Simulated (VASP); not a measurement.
RbBr (zincblende), PBE0 single-point calculation: Ansatz's output and VASP's

```
Rb Br
1.0
     0.00000    3.86950    3.86950
     3.86950    0.00000    3.86950
     3.86950    3.86950    0.00000
Rb Br
1 1
Direct
  0.00000 0.00000 0.00000
  0.25000 0.25000 0.25000
```

Ansatz printed

```
SCF 3 converged in 4 iterations: F = -6058.121802 eV  dr2 = 4.79e-9
  Residual-converged pass: ⟨swp⟩=3.0  Hψ=199  notcnv=0  max |occ|·‖R‖ = 2.4e-6 eV (tolerance 2.4e-6 eV)  dr2=4.78e-9  dr2_onsite=1.55e-10  max |Δocc| = 0.0e0
hybrid outer 2: dexx = +2.313e-7 eV, tail = 1.59e-8 eV, Δε = 2.36e-3 eV (about 7.91e-5 eV left of the loop's levels)
NSCF: frozen V_eff on 6 k-points
hybrid SCF converged: 2 outer / 9 inner (+2 warm-up), last move |dexx| = 2.31e-7 eV, tail = 1.59e-8 eV
Stability not checked: this state was not tested for a lower state beside it, because the functional holds exact exchange (a hybrid, or Hartree-Fock), whose exchange loop this test does not read (fock_operator; see scf.lower_state_search)
Free energy (F): -6058.121802 eV
Frozen-core exchange: fock
Harris-Foulkes:  -6058.121802 eV  (|F-HF|=3.48e-9)
Internal energy: -6058.121802 eV  (E = F + TS)
E sigma→0 (E₀):  -6058.121802 eV
Fermi energy:    -2.257714 eV
--- Per-component energies (eV) ---
  E_band       = -170.782197
  E_kinetic    = 326.530393
  E_local      = -1006.286498  (includes V_loc(G=0)·N_el)
  E_nonlocal   = 242.290346
  E_hartree    = 293.066074
  E_xc         = -303.717858
  E_vxc        = -186.637774  (∫ρ·V_xc dr)
  E_exx        = -39.864640  (= α·E_x^exact, valence–valence)
  E_paw        = -4920.930049  (= ΣΔE_a)
  E_vpaw       = -53.082244  (= ΣTr[D̂ρ^β])
  E_aug_tail   = -0.000001  (compensation charges beyond the density's cutoff)
  E_ewald      = -648.511166
  E_core_change = -0.698404  (= ΣΔE_core)
  E_smearing   = -0.000000  (= −TS)
  E_closure    = -0.000000  (closes the sum)
  Σ components = -6058.121802   (vs F -6058.121802, Δ=-9.09e-13)
--- Forces (eV/Å), atoms counted from 1 ---
  atom   1  Rb     0.00000000    -0.00000000    -0.00000000
  atom   2  Br    -0.00000000     0.00000000    -0.00000000
  max |Σ_I F_I| component: 6.48e-17 eV/Å
--- Stress (GPa, compression-positive) ---
        0.061608      -0.000000      -0.000000
       -0.000000       0.061608       0.000000
       -0.000000       0.000000       0.061608
  P = ⅓ Tr σ = 0.0616 GPa (0.616 kbar)
--- Band table (eV; the first three rows and the last of 8) ---
  k-point 0: bands = ["-28.5760", "-15.1434", "-11.4978", "-11.4978", "-11.4978", "-2.3456", "-2.3456", "-2.3456", "3.6458", "7.9853", "7.9853", "8.9053"]
  k-point 1: bands = ["-28.5748", "-15.1667", "-11.5049", "-11.5049", "-11.4709", "-2.4719", "-2.3219", "-2.3219", "4.4690", "7.5651", "7.5651", "7.8576"]
  k-point 2: bands = ["-28.5735", "-15.1894", "-11.5119", "-11.5119", "-11.4458", "-2.5624", "-2.2992", "-2.2992", "5.9219", "6.0695", "7.5425", "7.5425"]
  k-point 7: bands = ["-28.5727", "-15.2039", "-11.5429", "-11.5321", "-11.3866", "-2.5205", "-2.4037", "-2.2588", "5.6378", "6.3550", "8.1676", "8.2148"]
```

Each program uses its own PAW datasets. VASP's cell holds 16 valence electrons and Ansatz's 16. Ansatz's stress includes a Pulay correction; VASP's doesn't.

Q: What does VASP give for the same cell and level of theory?

A: gap between bands v and c 5.91 eV; least direct gap 5.99 eV; pressure 0.1 GPa.

From OUTCAR

```
k-points           NKPTS =      8   k-points in BZ     NKDIM =     64   number of bands    NBANDS=     15

   NELECT =      16.0000    total number of electrons

   dimension x,y,z NGX =    42 NGY =   42 NGZ =   42
   dimension x,y,z NGXF=    84 NGYF=   84 NGZF=   84

  energy-cutoff  :      520.00
  volume of cell :      115.88
      direct lattice vectors                 reciprocal lattice vectors
     0.000000000  3.869496714  3.869496714    -0.129215771  0.129215771  0.129215771
     3.869496714  0.000000000  3.869496714     0.129215771 -0.129215771  0.129215771
     3.869496714  3.869496714  0.000000000     0.129215771  0.129215771 -0.129215771

 k-points in reciprocal lattice and weights: KPOINTS created by Atomic Simulation Env
   0.00000000  0.00000000  0.00000000       0.016
   0.25000000  0.00000000  0.00000000       0.125
   0.50000000  0.00000000  0.00000000       0.062
   0.25000000  0.25000000  0.00000000       0.094
   0.50000000  0.25000000  0.00000000       0.375
  -0.25000000  0.25000000  0.00000000       0.188
   0.50000000  0.50000000  0.00000000       0.047
  -0.25000000  0.50000000  0.25000000       0.094

 E-fermi :  -4.2599

 k-point     1 :       0.0000    0.0000    0.0000
  band No.  band energies     occupation
      1     -30.6274      2.00000
      2     -17.2345      2.00000
      3     -13.5579      2.00000
      4     -13.5579      2.00000
      5     -13.5579      2.00000
      6      -4.4211      2.00000
      7      -4.4211      2.00000
      8      -4.4211      2.00000
      9       1.5734      0.00000
     10       5.9161      0.00000
     11       5.9161      0.00000
     12       6.8387      0.00000
     13       6.8387      0.00000
     14       6.8387      0.00000
     15       7.8720      0.00000

 k-point     2 :       0.2500    0.0000    0.0000
  band No.  band energies     occupation
      1     -30.6262      2.00000
      2     -17.2573      2.00000
      3     -13.5650      2.00000
      4     -13.5650      2.00000
      5     -13.5315      2.00000
      6      -4.5469      2.00000
      7      -4.3974      2.00000
      8      -4.3974      2.00000
      9       2.3962      0.00000
     10       5.4966      0.00000
     11       5.4966      0.00000
     12       5.7886      0.00000
     13       6.8068      0.00000
     14       7.4389      0.00000
     15       7.4389      0.00000

 k-point     3 :       0.5000    0.0000    0.0000
  band No.  band energies     occupation
      1     -30.6250      2.00000
      2     -17.2798      2.00000
      3     -13.5720      2.00000
      4     -13.5720      2.00000
      5     -13.5070      2.00000
      6      -4.6375      2.00000
      7      -4.3748      2.00000
      8      -4.3748      2.00000
      9       3.8511      0.00000
     10       3.9986      0.00000
     11       5.4735      0.00000
     12       5.4735      0.00000
     13       7.0122      0.00000
     14       7.0122      0.00000
     15       7.5602      0.00000

 k-point     4 :       0.2500    0.2500    0.0000
  band No.  band energies     occupation
      1     -30.6258      2.00000
      2     -17.2647      2.00000
      3     -13.5749      2.00000
      4     -13.5749      2.00000
      5     -13.5075      2.00000
      6      -4.6034      2.00000
      7      -4.3786      2.00000
      8      -4.3786      2.00000
      9       2.6650      0.00000
     10       4.4917      0.00000
     11       6.1731      0.00000
     12       6.4361      0.00000
     13       7.1995      0.00000
     14       7.1995      0.00000
     15       7.7206      0.00000

 k-point     5 :       0.5000    0.2500    0.0000
  band No.  band energies     occupation
      1     -30.6246      2.00000
      2     -17.2868      2.00000
      3     -13.5961      2.00000
      4     -13.5819      2.00000
      5     -13.4688      2.00000
      6      -4.6348      2.00000
      7      -4.4108      2.00000
      8      -4.3542      2.00000
      9       3.5894      0.00000
     10       4.2658      0.00000
     11       5.3728      0.00000
     12       5.9725      0.00000
     13       7.2735      0.00000
     14       7.2765      0.00000
     15       7.5584      0.00000

 k-point     6 :      -0.2500    0.2500    0.0000
  band No.  band energies     occupation
      1     -30.6250      2.00000
      2     -17.2794      2.00000
      3     -13.5955      2.00000
      4     -13.5721      2.00000
      5     -13.4829      2.00000
      6      -4.5781      2.00000
      7      -4.4402      2.00000
      8      -4.3725      2.00000
      9       3.3319      0.00000
     10       4.7351      0.00000
     11       5.2808      0.00000
     12       5.3579      0.00000
     13       7.2129      0.00000
     14       7.5624      0.00000
     15       7.6986      0.00000

 ...

  Total        0.0518841      0.0518841      0.0518841      0.0000000     -0.0000000      0.0000000
  in kB        0.7173830      0.7173830      0.7173830      0.0000000     -0.0000000      0.0000000
  external PRESSURE =       0.7173830 kB  Pullay stress =       0.0000000 kB

 POSITION                                       TOTAL-FORCE (eV/Angst)
 -----------------------------------------------------------------------------------
      0.00000      0.00000      0.00000         0.000000      0.000000      0.000000
      1.93475      1.93475      1.93475        -0.000000     -0.000000     -0.000000
 -----------------------------------------------------------------------------------
    total drift:                                0.000002     -0.000004     -0.000000

  FREE ENERGIE OF THE ION-ELECTRON SYSTEM (eV)
  ---------------------------------------------------
  free  energy   TOTEN  =        -7.3750016355 eV

  energy  without entropy=       -7.3750016355  energy(sigma->0) =       -7.37500164
```
